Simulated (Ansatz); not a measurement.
Runs of Ansatz 0.2.0 on SiO2. It takes space group I4/mmm (No. 139, tetragonal). The conventional cell has a = 8.944 Å, b = 8.944 Å, c = 5.224 Å, α = 90.00°, β = 90.00°, γ = 90.00°. Around Si (site symmetry m2m) lie 4 O at 1.60 to 1.61 Å. Around O (site symmetry m2m) lie 2 Si at 1.61 Å. O (site symmetry 2/m) has 2 Si at 1.60 Å as nearest neighbours. The cell comes from a database or a generator and needn't be the stable form of this composition.

```tsv
level	cutoff (eV)	gap on the mesh (eV)	pressure (GPa)	relaxed volume (Å³/atom)
LDA	420	5.35	0.0	(a)
PBEsol	420	(b)	0.0	17.61
r2SCAN	500	6.08	0.0	17.42
PBE	420	5.36	0.0	17.83
```

Alike in all rows: task relaxation of cell and atoms; potentials or basis Ansatz PAW; no spin polarisation; cell relaxed; k mesh 6 × 6 × 6; smearing fermi-dirac 0.05 eV.

Q: Fill in the values left out.

A: (a) 17.25; (b) 5.48.

Caveats: the plane-wave basis is chosen anew once the cell has moved, so the energies of steps on either side of that aren't comparable; the PAW data sets come from PBE, with cores solved anew for the run's functional, which leaves a small shift of forces and pressure (some runs).

A k mesh can miss the band edges.
